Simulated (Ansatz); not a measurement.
**Sn on Mg(0001), bridge start, 2x2 cell: photoemission fingerprints**

Wanted: core-level shifts and unfolded surface bands for Sn on Mg(0001), bridge start, 2x2 cell.

Calculated with Ansatz 0.2.0; DFT, PBE, plane-wave PAW, default files, scalar-relativistic, in the first sound run; inputs show where later runs differ.

This is a report of a sequence of runs, with most program output left out.

### 1. Starting point

The cell holds 4 atoms: 4 Mg. Its edges and angles: a = 3.190 Å, b = 3.190 Å, c = 22.785 Å, α = 90.0°, β = 90.0°, γ = 60.0°. It derives from Mg. Vacuum lies along c.

### 2. The clean face

The clean face is the reference for what the added atoms change.

File input.yaml:

```yaml
crystal:
  lattice:
    - [3.19, 0.0, 0.0]
    - [1.595, 2.7626210381, 0.0]
    - [0.0, 0.0, 22.785]
  atoms:
    - { symbol: Mg, position: [0.0, 0.0, 0.670836076] }
    - { symbol: Mg, position: [0.666666667, 0.666666667, 0.556945359] }
    - { symbol: Mg, position: [0.0, 0.0, 0.443054641] }
    - { symbol: Mg, position: [0.666666667, 0.666666667, 0.329163924] }
kpoints:
  mp_grid: { grid: [18, 18, 1] }
scf:
  occupations: { method: fermi_dirac, width: 0.05 }
  n_extra_bands: 12
hamiltonian:
  xc: pbe
  pseudopotentials: { kind: paw }
output:
  forces: true
  write_potential: true
  volumetric_format: []
  dos:
    projected: true
    de: 0.05
    e_range: [-30, 12]
    method: { smearing: { sigma: 0.1, scheme: gaussian } }
efield:
  axis: 3
  dipole_correction: true
relax:
  f_tol: 0.03
  max_steps: 50
  constraints: [{ sites: [2, 3] }]
```

The run is started by

```
> ansatz run input.yaml --threads 8 --pin off --max-ram 20480MiB --backend cpu --events-out ev --progress --plain --runs-dir out
```

The job ended after 3.5 s (8 threads of Arm Neoverse V2, shared host; peak memory 0.7 GiB).

The steps of the relaxation:

```csv
step,energy less that of the first step (eV),largest force component (eV/Å)
1,0.0000,0.0497
2,-0.0009,0.0137
```

Forces are held to the 6 operations that the run works with; a distortion that breaks them can't arise in this run.

The atoms that moved most (Å):

```csv
atom,dx,dy,dz,length
Mg1,0.000,0.000,0.030,0.030
```

This step gave:

| Property | Result |
| --- | --- |
| free energy | -7694.6103 eV |
| energy at zero smearing | -7694.6021 eV |
| smearing term TS | 0.01646 eV |
| Fermi energy | 0.5929 eV |
| symmetry operations | 6 |
| zero of energy | Fermi level |
| share of occupied states in no projected shell | 0.2667 of the occupied states in the window |
| DOS at the Fermi level | 2.031 states/eV/cell |
| work function, upper face | 3.757 eV |
| work function, lower face | 3.760 eV |

The DOS has structure finer than the step of the table below, so its rows give means over 0.5 eV, whole bins alone (the curve runs from -8.32 to 6.17 eV). Peaks (eV: height): total 2.27: 3.33, 2.67: 3.45, 3.38: 3.25, 4.17: 5.11, 4.47: 4.22, 4.78: 3.36, 5.38: 4.76; Mg 3s -4.33: 1.24, -3.62: 1.46, -2.83: 1.64, -2.02: 1.58, -1.62: 1.38, -1.23: 1.35, 0.88: 0.983; Mg 3p* 2.67: 3.15, 3.38: 2.97, 4.17: 4.78, 4.47: 4.08, 4.78: 3.26, 5.38: 4.57, 5.97: 4.23.

* holds the states left over by the projection beside any projected weight of its own. Table of DOS by E, zero at the Fermi level; means over each step; values in states/eV/cell:

```csv
E (eV),total,Mg 3s,Mg 3p*
-7.5,0,0,0
-7.0,0.00147,0.00146,5.5e-6
-6.5,0.253,0.252,0.00102
-6.0,0.439,0.436,0.00288
-5.5,0.739,0.730,0.00912
-5.0,0.735,0.723,0.0129
-4.5,0.942,0.912,0.0296
-4.0,1.06,1.01,0.0487
-3.5,1.23,1.15,0.0828
-3.0,1.26,1.12,0.133
-2.5,1.33,1.15,0.173
-2.0,1.63,1.30,0.332
-1.5,1.50,1.05,0.446
-1.0,1.93,0.987,0.941
-0.5,1.94,0.613,1.33
0.0,1.90,0.536,1.36
0.5,1.56,0.465,1.10
1.0,2.16,0.725,1.44
1.5,2.29,0.406,1.89
2.0,2.36,0.378,1.98
2.5,2.73,0.342,2.39
3.0,2.14,0.204,1.94
3.5,2.88,0.245,2.64
4.0,3.36,0.218,3.14
4.5,3.54,0.134,3.41
5.0,2.81,0.0767,2.73
5.5,3.78,0.159,3.62
```

Maxima picked by a test of local sharpness, so broad peaks and shoulders can be missing; peaks within 0.45 eV of a curve's cut are left out. Valence peaks, by row:

```csv
photon energy (eV),binding energy (eV),height (% of the maximum within 13 eV),main shell,its share (%)
21.2,3.6,84.92,Mg 3s,99.34
21.2,2.75,93.83,Mg 3s,98.76
21.2,2.15,100,Mg 3s,97.96
100,3.55,81.44,Mg 3s,96.59
100,2.75,91.3,Mg 3s,93.92
100,2.15,100,Mg 3s,90.26
100,1.15,93.13,Mg 3s,74
1254,3.6,84.76,Mg 3s,99.6
1254,2.75,93.87,Mg 3s,99.25
1254,2.15,100,Mg 3s,98.77
1487,3.6,84.84,Mg 3s,99.67
1487,2.75,93.93,Mg 3s,99.39
1487,2.15,100,Mg 3s,98.99
5950,4.1,81.39,Mg 3s,99.96
5950,3.6,85.06,Mg 3s,99.94
5950,2.75,94.13,Mg 3s,99.88
5950,2.15,100,Mg 3s,99.8
```

The planar mean, electrostatic potential oscillates, so the rows of the table below give means over windows of 1 Å about each position, cut where the curve ends. Its maxima inside the range that stand out by 2 % of the span (Å: eV): 8.8: 0.937, 11.4: 0.989, 14.0: 1.01. Its minima: 7.5: -11.8, 10.1: -11.8, 12.7: -11.8, 15.4: -11.8.

From the Fermi level. Planar mean, electrostatic potential against z; means over each step:

```csv
z (Å),"planar mean, electrostatic potential (eV)"
0,3.76
1,3.76
2,3.76
3,3.76
4,3.74
5,3.58
6,2.24
7,-5.64
8,-5.54
9,-0.170
10,-8.98
11,-1.23
12,-3.26
13,-7.61
14,0.309
15,-7.57
16,-3.40
17,2.72
18,3.64
19,3.75
20,3.76
21,3.76
22,3.76
```

The spectra weight each projected shell by its atomic cross section (Dirac–Hartree–Slater) and angular factor, for linear light with the analyser at 0° from the polarisation. Broadening, on top of any smearing of the DOS itself: a Gaussian of 0.45 eV and a Lorentzian of 0.2 eV plus 0 times the binding energy (full widths), Fermi edge at 77 K. Each atom is damped by exp[−depth/(λ cos θ)], θ = 75° from the normal, λ from the universal curve. Curves are cut 10 eV under the photon energy, above any shell that the free atom's threshold puts out of reach, or at the lower edge of the window: 8.3 eV at 21.2 eV, 8.3 eV at 100 eV, 8.3 eV at 1253.6 eV, 8.3 eV at 1486.7 eV and 8.3 eV at 5950 eV. Dipole terms alone, which is rough above 3 keV; no background, satellites or final-state effects.

Share of each shell in the spectrum's area (%), by photon energy:

```csv
shell,21.2 eV,100 eV,1253.6 eV,1486.7 eV,5950 eV
Mg 3s,96.8,85.3,98.1,98.4,99.7
Mg 3p*,3.2,14.7,1.9,1.6,0.3
```

At the Fermi level the DOS is 2.03 states/eV a cell.

### 3. Relaxation

System of this step: Mg16Sn. The cell holds 17 atoms: 1 Sn and 16 Mg. Its edges and angles: a = 6.380 Å, b = 6.380 Å, c = 24.835 Å, α = 90.0°, β = 90.0°, γ = 60.0°. It derives from Mg. How the cell was made: adsorbate; added: Sn; site: bridge; coverage 0.25 monolayer; cell: 2x2; on one face. Regions: ad, 1 atom (1 Sn); L1, 4 atoms (4 Mg); L2, 4 atoms (4 Mg); L3, 4 atoms (4 Mg); rest, 4 atoms (4 Mg). Vacuum lies along c.

The cut or typed positions aren't at rest, and spectra shift with geometry, so the relaxation comes first. 8 atoms are held to stand for the bulk. A dipole correction cancels the field between unlike faces.

File input.yaml:

```yaml
crystal:
  lattice:
    - [6.38, 0.0, 0.0]
    - [3.19, 5.5252420761, 0.0]
    - [0.0, 0.0, 24.835]
  atoms:
    - { symbol: Sn, position: [0.251844046, 0.0, 0.698006845] }
    - { symbol: Mg, position: [0.0, 0.0, 0.61546205] }
    - { symbol: Mg, position: [0.5, 0.0, 0.61546205] }
    - { symbol: Mg, position: [0.0, 0.5, 0.61546205] }
    - { symbol: Mg, position: [0.5, 0.5, 0.61546205] }
    - { symbol: Mg, position: [0.833333333, 0.333333333, 0.510972418] }
    - { symbol: Mg, position: [0.333333333, 0.333333333, 0.510972418] }
    - { symbol: Mg, position: [0.833333333, 0.833333333, 0.510972418] }
    - { symbol: Mg, position: [0.333333333, 0.833333333, 0.510972418] }
    - { symbol: Mg, position: [0.0, 0.0, 0.406482786] }
    - { symbol: Mg, position: [0.5, 0.0, 0.406482786] }
    - { symbol: Mg, position: [0.0, 0.5, 0.406482786] }
    - { symbol: Mg, position: [0.5, 0.5, 0.406482786] }
    - { symbol: Mg, position: [0.833333333, 0.333333333, 0.301993155] }
    - { symbol: Mg, position: [0.333333333, 0.333333333, 0.301993155] }
    - { symbol: Mg, position: [0.833333333, 0.833333333, 0.301993155] }
    - { symbol: Mg, position: [0.333333333, 0.833333333, 0.301993155] }
kpoints:
  mp_grid: { grid: [6, 6, 1] }
scf:
  occupations: { method: fermi_dirac, width: 0.05 }
  n_extra_bands: 14
hamiltonian:
  xc: pbe
  pseudopotentials: { kind: paw }
output:
  forces: true
  write_potential: true
  volumetric_format: []
efield:
  axis: 3
  dipole_correction: true
relax:
  f_tol: 0.03
  max_steps: 45
  constraints: [{ sites: [9, 10, 11, 12, 13, 14, 15, 16] }]
```

Elapsed: 92 s, on 8 threads; peak memory 3.8 GiB.

The steps of the relaxation:

```csv
step,energy less that of the first step (eV),largest force component (eV/Å)
1,0.0000,1.6608
2,-0.3449,0.2005
3,-0.3873,0.0841
4,-0.4022,0.0354
5,-0.4033,0.0054
6,-0.4035,0.0045
```

The atoms that moved most (Å):

```csv
atom,dx,dy,dz,length
Mg4,0.000,-0.279,0.383,0.474
Sn1,-0.012,-0.376,0.119,0.394
Mg5,0.000,-0.007,0.220,0.221
Mg3,0.090,-0.131,-0.134,0.209
Mg2,-0.090,-0.132,-0.134,0.209
Mg8,0.000,-0.049,-0.050,0.070
Mg6,-0.006,0.017,0.062,0.064
Mg7,0.006,0.017,0.062,0.064
```

Numbers from this step:

* free energy: -36802.2816 eV
* energy at zero smearing: -36802.2477 eV
* smearing term TS: 0.06781 eV
* Fermi energy: 0.4874 eV
* symmetry operations: 1
* work function, upper face: 4.358 eV
* work function, lower face: 3.764 eV

The relaxation ends 24 meV an atom lower, with a largest force component of 0.0045 eV/Å on the free atoms. For the work function, upper face, step 2 gave 3.76 eV; this run, with 17 atoms, gives 4.36 eV (+16 %).

### 4. Bands by layer

The main run: bands along the zone's path, each state's share in the top and middle regions, the DOS and the planar potential. The cell holds 4 small cells, so the bands are unfolded.

File input.yaml:

```yaml
crystal:
  lattice:
    - [6.38, 0.0, 0.0]
    - [3.19, 5.5252420761, 0.0]
    - [0.0, 0.0, 24.835]
  atoms:
    - { symbol: Sn, position: [0.284047308, -0.0680645041, 0.7027813266] }
    - { symbol: Mg, position: [-0.0022679625, -0.0238109948, 0.6100574603] }
    - { symbol: Mg, position: [0.5260656012, -0.0237964106, 0.610052941] }
    - { symbol: Mg, position: [0.0252657581, 0.4494563653, 0.6308813526] }
    - { symbol: Mg, position: [0.500614032, 0.4987765395, 0.6243384247] }
    - { symbol: Mg, position: [0.830830252, 0.3363956497, 0.5134649938] }
    - { symbol: Mg, position: [0.3327756785, 0.336391851, 0.5134639744] }
    - { symbol: Mg, position: [0.8377758266, 0.824464045, 0.5089602593] }
    - { symbol: Mg, position: [0.3342431969, 0.8315109046, 0.5088725888] }
    - { symbol: Mg, position: [0.0, 0.0, 0.406482786] }
    - { symbol: Mg, position: [0.5, 0.0, 0.406482786] }
    - { symbol: Mg, position: [0.0, 0.5, 0.406482786] }
    - { symbol: Mg, position: [0.5, 0.5, 0.406482786] }
    - { symbol: Mg, position: [0.833333333, 0.333333333, 0.301993155] }
    - { symbol: Mg, position: [0.333333333, 0.333333333, 0.301993155] }
    - { symbol: Mg, position: [0.833333333, 0.833333333, 0.301993155] }
    - { symbol: Mg, position: [0.333333333, 0.833333333, 0.301993155] }
kpoints:
  mp_grid: { grid: [6, 6, 1] }
scf:
  occupations: { method: fermi_dirac, width: 0.05 }
  n_extra_bands: 25
hamiltonian:
  xc: pbe
  pseudopotentials: { kind: paw }
output:
  forces: true
  write_potential: true
  volumetric_format: []
  dos:
    projected:
      site_lists:
        adsorbate: [0]
        layer_1: [1, 2, 3, 4]
        layer_2: [5, 6, 7, 8]
        layer_3: [9, 10, 11, 12]
        other_layers: [13, 14, 15, 16]
    de: 0.05
    e_range: [-30, 12]
    method: { smearing: { sigma: 0.15, scheme: gaussian } }
  eigenstates:
    kpoints:
      - [0.33333333, -0.33333333, 0.0]
      - [0.25, -0.375, 0.0]
      - [0.16666667, -0.41666667, 0.0]
      - [0.08333333, -0.45833333, 0.0]
      - [0.0, 0.5, 0.0]
      - [-0.08333333, 0.45833333, 0.0]
      # [... 29 more points ...]
      - [0.25, 0.5, 0.0]
      - [0.29166667, -0.41666667, 0.0]
    e_range: [-8.0, 4.0]
    unfold:
      supercell_matrix: [[2, 0, 0], [0, 2, 0], [0, 0, 1]]
      layers:
        axis: 3
        edges: [0.14093, 0.432079, 0.432179, 0.573233, 0.573333, 0.863843]
efield:
  axis: 3
  dipole_correction: true
```

Elapsed: 94 s, on 8 threads; peak memory 5.4 GiB.

Numbers from this step:

```
Fermi energy                                   : 0.4860 eV
share of occupied states in no projected shell : 0.1765 of the occupied states in the window
DOS at the Fermi level                         : 8.370 states/eV/cell
```

A(k,E), total over k along the path and E. Zero: Fermi level.

Ten even steps from '0' (0.0 eV⁻¹) to '9' (5.0 eV⁻¹), each cell a mean:
```
334243101232222210223122312433
344253100000110000131223223353
543851121000000011122211122334
236511000221001110012222322322
345211110012321001114422122454
465111000000000000001231223344
761101110000000001121223332247
931110122100000122101322222559
132112001122322100012144456561
011100200000000001210134446400
012120022100000112102126641000
002312001223222210011230000000
000320200000000000210210000000
000031021000000012113100000000
000013201321012220122000000000
000002120001211001230000000000
000000213100000122210000000000
000000031123232202100000000000
000000002300000230000000000000
000000000023332100000000000000
000000111122222211000000000000
000000000000000000000000000000
```
Columns: k along the path (Å⁻¹) from 0 to 3.11; rows upwards: E (eV) from -7.7 to 3.49.

A(k,E), top over k along the path and E. Zero: Fermi level.

Ten even steps from '_' (0.00 eV⁻¹) to '@' (1.20 eV⁻¹), each cell a mean:
```
++--======::......::==::::::::--....::::++::::--==::--++--++
--==++--==::....::......::..________..--::::::--::--==--**==
++++==##--..::--::__________....::::..::--::......::--======
--==**--::..____..::--::....::::........::--------::--------
##**++==........__....::==--........::::----::::::::::==**##
**##++..::..__......________....______..::::--::::::------++
%%==..::..::::..____......____....::::::----::------====**%%
%%++::..::..::::::::..____....::::::::::::====--====--**####
..--==..::--....::::----------::..____..--::++##**%%@@**--..
....::--....--..____........____..::::::__::--****==----....
__..--..--..__::::..________....::::....--::------::..______
____..--..--__....::----::::--::..____::::::::______________
______::::..==____________________..--::..::________________
________::::__--::______________..--::..--__________________
__________::::__::----::....::--::__..::..__________________
__________....::______::::::..____..::..____________________
____________....::..____________::::..______________________
__________________........::....____________________________
____________________________________________________________
____________________________________________________________
......::::--==++**##############**++==--::..................
________________________..__________________________________
```
Columns: k along the path (Å⁻¹) from 0 to 3.11; rows upwards: E (eV) from -7.7 to 3.49.

A(k,E), middle over k along the path and E. Zero: Fermi level.

Ten even steps from '_' (0.00 eV⁻¹) to '@' (2.14 eV⁻¹), each cell a mean:
```
::::::::::::________________________::..::__..........--::::
::----..--::__________________________::............::::--::
==--::++==____..______________________::......____....::::==
..::--++..____________________________................::....
::::==..________________....____________--::........::----::
::====__________________________________....::......::::--::
==**....____..______________________..........::::::....::--
@@..____..____......__________......______::..........::--@@
..::..____..________....::......________..__::::::::::--**..
______..____..______________________....__..--::::--##++____
__....__..____....______________....____......####++..______
____::..__..______..............______......--______________
______--..__..______________________....__::..______________
________--____....________________....__::..________________
________..::..__..::....____..::..____..::__________________
__________::....______......________..--____________________
____________--..::..____________....::..____________________
______________--....::::::::::..__--..______________________
________________::--__________::--__________________________
____________________::------::..____________________________
____________________________________________________________
____________________________________________________________
```
Columns: k along the path (Å⁻¹) from 0 to 3.11; rows upwards: E (eV) from -7.7 to 3.49.

(Part 1 of 3 ends here.)

[Logs are printed without paths, hosts, clocks, repeated set-up lines and the standing remarks that a program may print on its own settings, such as how far it seeks lower states.]

[Hosts, paths, dates, database ids (printed as entryN), source tags and the programs' standing remarks are cut or masked in the printed files.]

[Maps of the electrostatic potential energy from Ansatz leave out the sawtooth potential of an applied field or a dipole correction, so their vacuum need not be flat; work functions include it.]
